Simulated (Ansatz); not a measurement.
# Electron scattering at the Σ11 (332) boundary in bcc Nb with W (substitutional), part 2 of 2

Aim: the relaxed structure and the specific resistance of the Σ11 (332) boundary in bcc Nb with W (substitutional).

Ansatz 0.2.0; Ansatz plane-wave DFT, PBE, PAW files; relaxation of a bicrystal slab with its lowest layers held; PAW set soft_1 (the session's first sound run).

So far. Step 2 (Relaxing the bicrystal): The largest force component on a free atom ends at 0.011 eV/Å, under the tolerance of 0.03, after 9 steps.

**3. Transmission across the boundary**

Bulk layers of each grain are laid under and over the relaxed boundary, and a lead is named in the middle of each, away from the free faces. The mesh across the current, 14×12, is finer than the density's, because channels open and close sharply across the zone. Energies from -0.1 to 0.1 eV in steps of 0.05 eV are too few for the program's thermal sum, so it prints no conductance; for a metal the transmission near the Fermi level serves, at a fraction of the cost.

This step: Ansatz plane-wave DFT, PBE, PAW files; ballistic transport by layer matching (Landauer), zero bias; boundary relaxed in a short slab, bulk layers laid on; PAW set soft_1 (Ansatz 0.2.0).

System of this step: Σ11 (332) boundary in bcc Nb with W (substitutional). The cell holds 61 atoms: 60 Nb and 1 W. Its edges and angles: a = 4.676 Å, b = 5.483 Å, c = 50.372 Å, α = 90.0°, β = 90.0°, γ = 90.0°. It derives from Nb. Regions: lower grain, 25 atoms (25 Nb); boundary, 16 atoms (15 Nb and 1 W); upper grain, 20 atoms (20 Nb). Vacuum lies along c.

input.yaml

```yaml
crystal:
  lattice:
    - [4.6758143013, 0.0, 0.0]
    - [0.0, 5.4828782722, 0.0]
    - [0.0, 0.0, 50.3722811191]
  atoms:
    - { symbol: Nb, position: [-16.4999999997, 9.0000000002, 0.0794087524] }
    - { symbol: Nb, position: [-15.9999999997, 8.7272727275, 0.0934026696] }
    - { symbol: Nb, position: [-15.4999999998, 8.4545454547, 0.1073965867] }
    - { symbol: Nb, position: [-14.9999999998, 8.181818182, 0.1213905039] }
    - { symbol: Nb, position: [-14.4999999998, 7.9090909093, 0.135384421] }
    - { symbol: Nb, position: [-13.9999999998, 7.6363636365, 0.1493783382] }
    - { symbol: Nb, position: [-13.4999999998, 7.3636363638, 0.1633722553] }
    - { symbol: Nb, position: [-12.9999999998, 7.0909090911, 0.1773661724] }
    - { symbol: Nb, position: [-12.4999999998, 6.8181818183, 0.1913600896] }
    - { symbol: Nb, position: [-11.9999999998, 6.5454545456, 0.2053540067] }
    - { symbol: Nb, position: [-11.4999999998, 6.2727272729, 0.2193479239] }
    - { symbol: Nb, position: [-10.9999999999, 6.0000000002, 0.233341841] }
    - { symbol: Nb, position: [-10.4999999999, 5.7272727274, 0.2473357582] }
    - { symbol: Nb, position: [-9.9999999999, 5.4545454547, 0.2613296753] }
    - { symbol: Nb, position: [-9.4999999999, 5.181818182, 0.2753235925] }
    - { symbol: Nb, position: [-8.9999999999, 4.9090909092, 0.2893175096] }
    - { symbol: Nb, position: [-8.4999999999, 4.6363636365, 0.3033114268] }
    - { symbol: Nb, position: [-7.9999999999, 4.3636363638, 0.3173053439] }
    - { symbol: Nb, position: [-7.4999999999, 4.090909091, 0.3312992611] }
    - { symbol: Nb, position: [-6.9999999999, 3.8181818183, 0.3452931782] }
    - { symbol: Nb, position: [-6.4999999999, 3.5454545456, 0.3592870954] }
    - { symbol: Nb, position: [-6.0, 3.2727272728, 0.3732810125] }
    - { symbol: Nb, position: [-5.5, 3.0000000001, 0.3872749297] }
    - { symbol: Nb, position: [-5.0, 2.7272727274, 0.4012688468] }
    - { symbol: Nb, position: [-4.5, 2.4545454546, 0.415262764] }
    - { symbol: Nb, position: [0.0, 0.1818181819, 0.4292566811] }
    - { symbol: Nb, position: [0.5, 0.9120727311, 0.4427528492] }
    - { symbol: Nb, position: [0.0, 0.6366437756, 0.4563999493] }
    - { symbol: Nb, position: [0.5, 0.3632524784, 0.4720133207] }
    - { symbol: Nb, position: [0.0, 0.0880348448, 0.4843547365] }
    - { symbol: Nb, position: [0.5, 0.8210233775, 0.5026292154] }
    - { symbol: Nb, position: [0.0, 0.5429783078, 0.508809387] }
    - { symbol: Nb, position: [0.5, 0.290847734, 0.5350575577] }
    - { symbol: W, position: [0.0, 0.0170780779, 0.5353062129] }
    - { symbol: Nb, position: [0.0, 0.5502474461, 0.5600330457] }
    - { symbol: Nb, position: [0.5, 0.8267597104, 0.5675828376] }
    - { symbol: Nb, position: [0.0, 0.0969632536, 0.5858722253] }
    - { symbol: Nb, position: [0.5, 0.3702367838, 0.5985158284] }
    - { symbol: Nb, position: [0.0, 0.6405236373, 0.612945193] }
    - { symbol: Nb, position: [0.5, 0.9097752401, 0.6267391922] }
    - { symbol: Nb, position: [0.0, 0.1838997684, 0.6407129046] }
    - { symbol: Nb, position: [-4.5, 2.4566270411, 0.6547068218] }
    - { symbol: Nb, position: [-5.0, 2.7293543138, 0.6687007389] }
    - { symbol: Nb, position: [-5.5, 3.0020815866, 0.6826946561] }
    - { symbol: Nb, position: [-6.0, 3.2748088593, 0.6966885732] }
    - { symbol: Nb, position: [-6.4999999999, 3.547536132, 0.7106824904] }
    - { symbol: Nb, position: [-6.9999999999, 3.8202634048, 0.7246764075] }
    - { symbol: Nb, position: [-7.4999999999, 4.0929906775, 0.7386703247] }
    - { symbol: Nb, position: [-7.9999999999, 4.3657179502, 0.7526642418] }
    - { symbol: Nb, position: [-8.4999999999, 4.638445223, 0.766658159] }
    - { symbol: Nb, position: [-8.9999999999, 4.9111724957, 0.7806520761] }
    - { symbol: Nb, position: [-9.4999999999, 5.1838997684, 0.7946459933] }
    - { symbol: Nb, position: [-9.9999999999, 5.4566270412, 0.8086399104] }
    - { symbol: Nb, position: [-10.4999999999, 5.7293543139, 0.8226338276] }
    - { symbol: Nb, position: [-10.9999999999, 6.0020815866, 0.8366277447] }
    - { symbol: Nb, position: [-11.4999999998, 6.2748088594, 0.8506216618] }
    - { symbol: Nb, position: [-11.9999999998, 6.5475361321, 0.864615579] }
    - { symbol: Nb, position: [-12.4999999998, 6.8202634048, 0.8786094961] }
    - { symbol: Nb, position: [-12.9999999998, 7.0929906776, 0.8926034133] }
    - { symbol: Nb, position: [-13.4999999998, 7.3657179503, 0.9065973304] }
    - { symbol: Nb, position: [-13.9999999998, 7.638445223, 0.9205912476] }
kpoints:
  mp_grid: { grid: [6, 5, 1] }
hamiltonian:
  xc: pbe
  pseudopotentials: { kind: paw, azcp: { folder: soft_1 } }
scf:
  occupations: { method: fermi_dirac, width: 0.1 }
output:
  transmission:
    leads: [[13, 14], [49, 50]]
    kmesh: [14, 12]
    e_range: [-0.1, 0.1]
    de: 0.05
  write_potential: true
  write_density: true
  volumetric_format: npy
  elf: true
```

The run is started by

```bash
> ansatz run input.yaml --threads 4 --pin off --max-ram 15360MiB --backend cpu --events-out ev --progress --plain --runs-dir out
```

Numbers of over 12 decimals in the logs are rounded to 6 here.

What it wrote:

```text
[...]
Crystal: 61 atoms, lattice volume = 1291.390 Å³
Basis set: ecut = 420 eV, 25141 PW (Γ)
Bands: 477, of which v1, the nominal top of the filled ones, is band 397 counted from 1 (396 counted from 0)
Symmetry: 2 space group operations
[...]
k-points: 12 of 30 (time reversal used)
[...]
SCF iter   1: F=—  HF=-283558.633105 eV  |F-HF|=—  |Δ(HF+E_count)|=         —  Δρ=8.13e-2  dr2=1.93e3  ethr=3.10e-3  ⟨swp⟩=8.6  Hψ=22873  notcnv=0
[...]
SCF iter  14: F=-283516.107237 eV  HF=-283516.107237 eV  |F-HF|=4.66e-10  |Δ(HF+E_count)|=   1.28e-9  Δρ=1.62e-7  dr2=5.31e-10  ethr=1.00e-12  ⟨swp⟩=1.0  Hψ=13392  notcnv=0
SCF 1 converged in 14 iterations: F = -283516.107237 eV  dr2 = 5.31e-10
[...]
transmission: 365 of 3640 steps passed
transmission: 731 of 3640 steps passed
[...]
transmission: 3640 of 3640 steps passed
WARN: The input density's exchange-correlation potential varies sharply where the density is thin. Do not read a vacuum level from v_tot or v_xc, or from such a field of the output density. On a cell that repeats whose density bears no net charge and no dipole along the vacuum's axis use v_es (v_loc + v_h of the components); under efield.dipole_correction with no amplitude use v_es + v_field, which holds any external [...]
SCF converged after 14 iterations
an eigenvalue changed by more than its tolerance at an iteration that met the thresholds in force, so the SCF went on 2 times: the last check was not made
the last check of whether an eigenvalue changes by more than its tolerance under the output density was not made (no_room)
Free energy (F): -283516.107237 eV
[...]
Internal energy: -283513.271794 eV  (E = F + TS)
E sigma→0 (E₀):  -283514.689516 eV
Entropy (-TS):   -2.835444 eV (-46.483 meV/atom)
Fermi energy:    14.721158 eV
[...]
--- Band table (eV; the first three rows and the last of 12) ---
  k-point 0: bands = [... 393 lower, 14.5787, 14.6081, 14.6654, 14.6935, 14.7025, 14.7253, 14.7295, 14.7829, ... 76 higher]
  k-point 1: bands = [... 393 lower, 14.6844, 14.6883, 14.7467, 14.7521, 14.7982, 14.8190, 14.8501, 14.8706, ... 76 higher]
  k-point 2: bands = [... 393 lower, 14.5980, 14.6201, 14.6534, 14.7075, 14.7109, 14.7684, 14.7866, 14.8155, ... 76 higher]
  k-point 11: bands = [... 393 lower, 14.7422, 14.7438, 14.7696, 14.7877, 14.7906, 14.8046, 14.8341, 14.8849, ... 76 higher]
--- Transmission ---
  basis      : 225 plane waves across, 65 finite elements along
  points     : 56, standing for a mesh of 14 x 12
  energies   : 5 from -0.100000 to 0.100000 eV about the Fermi level, 0.050000 eV apart; the leads are filled to 0.000000 eV, and channels, transmission and decay are at 0.000000 eV
  crystal 0  : Nb4, at the sites [13, 14], period 2.8196 Å, over 18.33 Å; its Hamiltonian steps by up to 17.9 meV
    offset         : up to 0.0000 Å between an atom of the period and one for which it stands
    channels       : 6.053571e0 a spin
    conductance    : none, the energies end too early or step too widely for 300 K: set another output.transmission.e_range or a lower de, or, where they end at an eighth of basis.ecutwfc, a higher one
[...]
channels       : 6.053571e0 a spin
[...]
junction   : crystal 0 to crystal 1, 13.52 to 36.86 Å
    transmission   : 3.214419e0 a spin
[...]
```

Run time: 14 min. Hardware: 4 threads of Intel Xeon Platinum 8488C (Sapphire Rapids), shared host; peak memory 12 GiB; 51 min of CPU time.

Numbers from this step:

```
free energy                                    : -283516.1072 eV
energy at zero smearing                        : -283514.6895 eV
Fermi energy                                   : 14.72 eV
cell area                                      : 25.64 Å²
transmission per spin nearest the Fermi level  : 3.214
open channels per spin nearest the Fermi level : 6.054
open channels per spin, upper lead             : 6.054
step of the lead's potential                   : 17.9 meV
step of the upper lead's potential             : 19.2 meV
```

Per spin. The transmission, zone mean by energy, zero at the Fermi level:

| energy (eV) | transmission, zone mean |
| --- | --- |
| -0.1000 | 3.38 |
| -0.0500 | 3.32 |
| 0.0000 | 3.21 |
| 0.0500 | 3.10 |
| 0.1000 | 2.98 |

Per spin. Table of open channels, zone mean by energy, zero at the Fermi level:

| energy (eV) | lead | upper lead |
| --- | --- | --- |
| -0.1000 | 6.68 | 6.66 |
| -0.0500 | 6.41 | 6.45 |
| 0.0000 | 6.05 | 6.05 |
| 0.0500 | 5.70 | 5.70 |
| 0.1000 | 5.62 | 5.62 |

Transmission over k1 and k2. At 0.0000 eV from the Fermi level.

Ten even steps from '_' (1.22) to '@' (4.87):
```
%%++==....::==--==::....==++
####**--..--======--..--**##
####%%**++--======--++**%%##
####**%%##**++++++**##%%**##
====**@@%%**++**++**%%@@**==
__==##@@@@##******##@@@@##==
====**@@%%**++**++**%%@@**==
####**%%##**++++++**##%%**##
####%%**++--======--++**%%##
####**--..--======--..--**##
%%++==....::==--==::....==++
****........--==--........**
```
Columns: k1 (b1) from -0.5 to 0.429; rows upwards: k2 (b2) from -0.5 to 0.417.

Open channels over k1 and k2. At 0.0000 eV from the Fermi level.

Values, 12 rows by 14 columns:
```
6.00 5.00 5.00 4.00 4.00 7.00 6.00 7.00 6.00 7.00 4.00 4.00 5.00 5.00
6.00 6.00 6.00 6.00 7.00 6.00 6.00 6.00 6.00 6.00 7.00 6.00 6.00 6.00
6.00 6.00 7.00 8.00 9.00 6.00 6.00 6.00 6.00 6.00 9.00 8.00 7.00 6.00
6.00 5.00 6.00 8.00 9.00 7.00 6.00 6.00 6.00 7.00 9.00 8.00 6.00 5.00
4.00 4.00 6.00 7.00 7.00 8.00 6.00 6.00 6.00 8.00 7.00 7.00 6.00 4.00
2.00 4.00 6.00 8.00 7.00 7.00 5.00 7.00 5.00 7.00 7.00 8.00 6.00 4.00
4.00 4.00 6.00 7.00 7.00 8.00 6.00 6.00 6.00 8.00 7.00 7.00 6.00 4.00
6.00 5.00 6.00 8.00 9.00 7.00 6.00 6.00 6.00 7.00 9.00 8.00 6.00 5.00
6.00 6.00 7.00 8.00 9.00 6.00 6.00 6.00 6.00 6.00 9.00 8.00 7.00 6.00
6.00 6.00 6.00 6.00 7.00 6.00 6.00 6.00 6.00 6.00 7.00 6.00 6.00 6.00
6.00 5.00 5.00 4.00 4.00 7.00 6.00 7.00 6.00 7.00 4.00 4.00 5.00 5.00
4.00 4.00 3.00 3.00 4.00 4.00 6.00 8.00 6.00 4.00 4.00 3.00 3.00 4.00
```
Columns: k1 (b1) from -0.5 to 0.429; rows upwards: k2 (b2) from -0.5 to 0.417.

Valence density in the cb plane at fractional x = 0.000, with atoms of Nb and W within 0.2 Å of it. It is the smooth field of the valence electrons, not physical close to the nuclei.

Ten even steps from '0' (0.2 e/Å³) to '9' (5.6 e/Å³), each cell a mean:
```
00000000000000132000169830001220000000000000
00012100000000000000013310000000000000001210
00367410000100000000000000000000010000026741
01588720002542000000000000000001454100058872
00488610016884100123100013310003787300048862
00245300027885100478510047851003888300014530
00000000014763001688720158872001575200000000
00000000001210001488510037851000111000000000
31000000000000000133100012310000000000000001
85100001100000000000000000000000000011000003
87200025630000000000000000000000000256410015
86200158861000243100000000002441000488720004
42000158861002687300024310016884000488720001
00000036630002788410169841027885100146410000
00000001100001587300289961015773000001000000
```
Columns run along c (16.0 Å, from fractional 0.38 to 0.69 of the cell), rows up along b (5.5 Å). Atoms in or near the plane, at fractional coordinates: Nb at (0.40, 0.73), Nb at (0.43, 0.18), Nb at (0.46, 0.64), Nb at (0.48, 0.09), Nb at (0.51, 0.54), W at (0.54, 0.02), Nb at (0.56, 0.55), Nb at (0.59, 0.10), Nb at (0.61, 0.64), Nb at (0.64, 0.18), Nb at (0.67, 0.73).

Electrostatic potential energy in the cb plane at fractional x = 0.000, with atoms of Nb and W within 0.2 Å of it. With pseudopotentials it is smooth inside the atoms' cores, unlike the true potential.

Ten even steps from '0' (-60 eV) to '9' (16 eV), each cell a mean:
```
99999999999998655799643358987568999999999999
99866799999999989999865579999999999999986678
98522479998778999999998899999999877999852137
97300269985336899988999998899997434799730015
97300269962003799755689975468985101589841026
98633589962003798411379841136985101489964358
99877899974125897200268730016886323699998789
89999999997668997310379841137998767899999999
56899999999999999644689975568999999999999997
13699987789999999888999998889999999876799984
01589853258999888999999999998789998632479973
02699730026998545799998899985346998410158974
45899730026996201489865579962014898410158996
88999853248985100378643358861003798632479999
99999987789996311588634347873125899877799999
```
Columns run along c (16.0 Å, from fractional 0.38 to 0.69 of the cell; values clipped at the 3rd and 97th percentile), rows up along b (5.5 Å). Atoms in or near the plane, at fractional coordinates: Nb at (0.40, 0.73), Nb at (0.43, 0.18), Nb at (0.46, 0.64), Nb at (0.48, 0.09), Nb at (0.51, 0.54), W at (0.54, 0.02), Nb at (0.56, 0.55), Nb at (0.59, 0.10), Nb at (0.61, 0.64), Nb at (0.64, 0.18), Nb at (0.67, 0.73).

ELF in the cb plane at fractional x = 0.000, with atoms of Nb and W within 0.2 Å of it. It is the smooth field of the valence electrons, not physical close to the nuclei.

Values, 8 rows by 16 columns, each cell a mean:
```
0.31 0.30 0.27 0.30 0.30 0.40 0.29 0.42 0.55 0.34 0.30 0.30 0.31 0.30 0.29 0.26
0.36 0.61 0.40 0.28 0.43 0.32 0.28 0.30 0.32 0.29 0.32 0.35 0.39 0.27 0.56 0.55
0.39 0.59 0.40 0.51 0.54 0.33 0.44 0.45 0.35 0.58 0.30 0.54 0.55 0.28 0.55 0.56
0.28 0.34 0.29 0.44 0.61 0.30 0.55 0.55 0.43 0.49 0.46 0.44 0.60 0.32 0.26 0.31
0.44 0.33 0.27 0.25 0.25 0.32 0.50 0.41 0.29 0.55 0.34 0.28 0.26 0.26 0.32 0.32
0.54 0.26 0.49 0.48 0.32 0.26 0.26 0.31 0.35 0.29 0.29 0.25 0.34 0.61 0.33 0.46
0.54 0.25 0.55 0.55 0.28 0.61 0.47 0.34 0.40 0.32 0.60 0.51 0.38 0.50 0.47 0.34
0.26 0.34 0.46 0.36 0.34 0.57 0.51 0.50 0.47 0.36 0.57 0.54 0.27 0.50 0.33 0.32
```
Columns run along c (16.0 Å, from fractional 0.38 to 0.69 of the cell), rows up along b (5.5 Å). Atoms in or near the plane, at fractional coordinates: Nb at (0.40, 0.73), Nb at (0.43, 0.18), Nb at (0.46, 0.64), Nb at (0.48, 0.09), Nb at (0.51, 0.54), W at (0.54, 0.02), Nb at (0.56, 0.55), Nb at (0.59, 0.10), Nb at (0.61, 0.64), Nb at (0.64, 0.18), Nb at (0.67, 0.73).

Over the solved energies the transmission per spin lies between 2.98 and 3.38, out of 6.09 channels of the lead on average (up to 6.68).

**4. Specific resistance**

This step: Ansatz plane-wave DFT, PBE, PAW files; ballistic transport by layer matching (Landauer), zero bias; specific resistance of the boundary; PAW set soft_1 (Ansatz 0.2.0).

This step gave:

```
area resistance                      : 0.4917 fΩ m²
T over the leads' mean channel count : 0.5247
```

Averaged over the energies near the Fermi level, 52.5 % of the channels pass, which makes 0.492 fΩ m².

By hand, with T and the leads' channels N averaged over the energies near the Fermi level: RA = A (h/2e²)(1/T − ½[1/N₁ + 1/N₂]) = 25.64×10⁻²⁰ m² × 12 906 Ω × (1/3.198 − ½[1/6.094 + 1/6.096]) = 0.492 fΩ m².

**5. Outcome**

```yaml
specific_resistance_of_the_boundary: 0.492 fΩ m²
share_of_channels_that_pass: 0.525
```

**Reading.** The boundary has a specific resistance of 0.49 fΩ m². The boundary reflects 48 % of the channels; 0.49 fΩ m² is 4.9×10⁻¹² Ω·cm². One W in 25.6 Å² of boundary is a high coverage. Each plane of this narrow cell holds one atom, so the solute fills a whole plane. One starting structure was relaxed; another shift or atom count at the boundary may lie lower. Spin-orbit coupling is left out, which matters for W.

[Logs are printed without paths, hosts, clocks, repeated set-up lines and the standing remarks that a program may print on its own settings, such as how far it seeks lower states.]

[Hosts, paths, dates, database ids (printed as entryN), source tags and the programs' standing remarks are cut or masked in the printed files.]
